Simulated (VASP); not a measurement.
# PbSe: restarted molecular dynamics, 2 variants

PbSe, Pm-3m (no. 221), 8 atoms in the cell. PBE, molecular dynamics; PAW potentials Pb, Se (PBE set).

| Restart from | Temperature at the end (K) | The same without a restart (K) | Potential energy at the end (eV/atom) | The same without a restart (eV/atom) | Electronic steps in the first step after the restart | Time (s) |
|---|---|---|---|---|---|---|
| CONTCAR with velocities, WAVECAR read | 1193.0 | 1193.0 | -3.84598 | -3.84598 | 4 | 308 |
| CONTCAR with velocities, no WAVECAR | 1193.0 | 1193.0 | -3.84598 | -3.84598 | 17 | 308 |

Limits: 180 fs of 8 atoms are too short for converged averages; the cell is only 3.8 Å across, so each atom moves in step with near copies of itself.

## Input of the first row

INCAR.step1:
```
ALGO     = Normal         # electronic algorithm
EDIFF    = 1E-6           # SCF threshold, eV
ENCUT    = 210            # plane-wave cutoff, eV
GGA      = PE             # functional
IBRION   = 0              # ionic algorithm
ISIF     = 2              # what is computed and relaxed
ISMEAR   = 0              # smearing method
ISYM     = 0            
KPAR     = 2            
LASPH    = True           # aspherical terms in the spheres
LCHARG   = False          # write CHGCAR
LREAL    = Auto         
LWAVE    = True           # write WAVECAR
MDALGO   = 4            
NELM     = 60             # most SCF steps
NELMIN   = 4            
NHC_NCHAINS= 3            
NHC_PERIOD= 30           
NSW      = 30             # ionic steps
POTIM    = 3.0            # step
PREC     = Normal         # precision mode
RANDOM_SEED= 704523 0 0   
SIGMA    = 0.05           # smearing width, eV
TEBEG    = 1000          
```

INCAR.step2, as INCAR.step1 but for:
```
- LWAVE = True
+ LWAVE = False
```

KPOINTS:
```
k-points
0
Gamma
  3 3 1
```

POSCAR.step1:
```
PbSe
1.0
    3.7843220000      0.0000000000      0.0000000000
    0.0000000000      3.7843220000      0.0000000000
    0.0000000000      0.0000000000     15.1372880000
Pb Se
4 4
Direct
    0.0000000000      0.0000000000      0.0000000000
    0.0000000000      0.0000000000      0.2500000000
    0.0000000000      0.0000000000      0.5000000000
    0.0000000000      0.0000000000      0.7500000000
    0.5000000000      0.5000000000      0.1250000000
    0.5000000000      0.5000000000      0.3750000000
    0.5000000000      0.5000000000      0.6250000000
    0.5000000000      0.5000000000      0.8750000000
```

Commands (each step's output is kept before the next begins):
```
cat potpaw_PBE.64/Pb/POTCAR potpaw_PBE.64/Se/POTCAR > POTCAR
cp INCAR.step1 INCAR
cp POSCAR.step1 POSCAR
mpirun -np 2 vasp_std > vasp.out
cp CONTCAR POSCAR
cp INCAR.step2 INCAR
mpirun -np 2 vasp_std > vasp.out
```

Changes of the last row against the first:
```
(step 1)
- LWAVE = True
+ LWAVE = False
```

VASP 6.6.1 took 308 s on 2 cores (AMD EPYC 7R43 (Zen 3)), a shared host.
